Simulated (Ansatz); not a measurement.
# In in Ansatz: the effect of functional

In:

```xyz
1
Lattice="-1.5923 1.5923 2.4232 1.5923 -1.5923 2.4232 1.5923 1.5923 -2.4232" Properties=species:S:1:pos:R:3 pbc="T T T"
In    0.0000    0.0000    0.0000
```

The cell isn't the ideal one: volume scaled by 0.94.

Alike in all runs:

| Item | Value |
| --- | --- |
| Program | Ansatz 0.2.0 |
| Task | single point |
| Potentials or basis | Ansatz PAW |
| k mesh | 11 × 11 × 11 |
| Occupations | fermi-dirac, width 0.05 eV |
| Spin | no spin polarisation |

```tsv
functional	cutoff	pressure (GPa)
LDA	420 eV (not typed: the program's choice for these potentials)	?
r2SCAN	500 eV (not typed: the program's choice for these potentials)	3.4
PBE	420 eV (not typed: the program's choice for these potentials)	5.3
```

Task: What does the run with functional LDA give?

Result: Pressure 0.1 GPa.

Caveats: the PAW data sets come from PBE, with cores solved anew for the run's functional, which leaves a small shift of forces and pressure (some runs).
